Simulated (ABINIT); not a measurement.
Runs of ABINIT 10.8.3 (patched build) on CoO. The structure is cubic, space group Fm-3m (No. 225). The conventional cell has a = 4.263 Å, b = 4.263 Å, c = 4.263 Å, α = 90.00°, β = 90.00°, γ = 90.00°. Around Co (site symmetry m-3m) lie 6 O at 2.13 Å. O (site symmetry m-3m) is surrounded by 6 Co at 2.13 Å. 

```csv
task,level,potentials or basis,k mesh,cutoff (eV),smearing,fine-grid cutoff,dispersion computed by,mesh quality,gap on the mesh (eV),moment (μB)
single point,LDA,JTH PAW LDA v2.0,4 × 4 × 4,626,fermi-dirac 0.05 eV,1224.51 eV,-,coarse,none,(b)
single point,r2SCAN,JTH PAW PBE v2.0,4 × 4 × 4,762,fermi-dirac 0.05 eV,1360.57 eV,-,coarse,none,3.00
band structure,LDA,JTH PAW LDA v2.0,11 × 11 × 11,626,fermi-dirac 0.05 eV,1224.51 eV,-,not flagged,none,2.87
single point,r2SCAN+D4,JTH PAW PBE v2.0,11 × 11 × 11,762,cold (ABINIT) 0.05 eV,1360.57 eV,dftd4 4.3.1,not flagged,none,3.00
single point,PBEsol,JTH PAW PBE v2.0,9 × 9 × 9,626,fermi-dirac 0.05 eV,1224.51 eV,-,not flagged,none,2.95
single point,LDA,JTH PAW LDA v2.0,14 × 14 × 14,626,fermi-dirac 0.05 eV,1224.51 eV,-,not flagged,none,(a)
band structure,LDA-PZ,JTH PAW LDA v2.0,11 × 11 × 11,626,fermi-dirac 0.05 eV,1224.51 eV,-,not flagged,none,2.80
single point,PBEsol,JTH PAW PBE v2.0,7 × 7 × 7,626,fermi-dirac 0.05 eV,1224.51 eV,-,coarse,none,2.96
```

Alike in all rows: spin collinear, ferromagnetic start; cell as given.

Question: Estimate the missing entries.

Answer: (a) 2.88; (b) 2.39.

Caveats: some runs use coarse meshes; a cell with one magnetic atom can't hold antiferromagnetic order, which such compounds often take; semilocal functionals often make such compounds metallic where correlation or magnetic order opens a gap, which also shifts bond lengths; Libxc's GGAs can fail where the two spin gradients oppose each other (some runs).

A k mesh can miss the band edges.

A gap of «none» marks a metal or a gap under the smearing width.

Not every run made on this cell is shown here.
